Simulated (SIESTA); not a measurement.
The system is Ta.

```
Ta
1.0
    -1.65128    1.65128    1.65128
     1.65128   -1.65128    1.65128
     1.65128    1.65128   -1.65128
Ta
1
Direct
  0.00000 0.00000 0.00000
```

Base run:

| Item | Value |
| --- | --- |
| Program | SIESTA 5.4.2 |
| Functional | vdW-DF-cx |
| Potentials or basis | PseudoDojo 0.4 standard (PBE files) |
| Basis | DZP (energy shift 0.003 Ry; two zetas on semicore shells) |
| Grid cutoff | 800 Ry |
| Energy shift | 0.003 Ry |
| k mesh | 11 × 11 × 11 |
| Occupations | fermi-dirac, width 0.05 eV |
| Spin | no spin polarisation |

Its results: band gap on the k mesh none (metal or under the smearing width); pressure -2.8 GPa.

Task: After a change of settings the same cell gave: band gap on the k mesh none (metal or under the smearing width); pressure 5.4 GPa. Which change was it?
A. functional from vdW-DF-cx to vdW-DF2
B. functional from vdW-DF-cx to VV10
C. functional from vdW-DF-cx to vdW-DF-C09
D. functional from vdW-DF-cx to vdW-DF

Result: B.

Caveats: short orbitals over semicore shells can move pressures by several GPa; the potentials were made for another functional, which shifts forces and pressure; the basis of atomic orbitals isn't converged, which shifts pressures, moduli and gaps; the non-local part is tabulated coarsely and may be off by about a percent (some runs).

Runs at the PBE level aren't shown here.
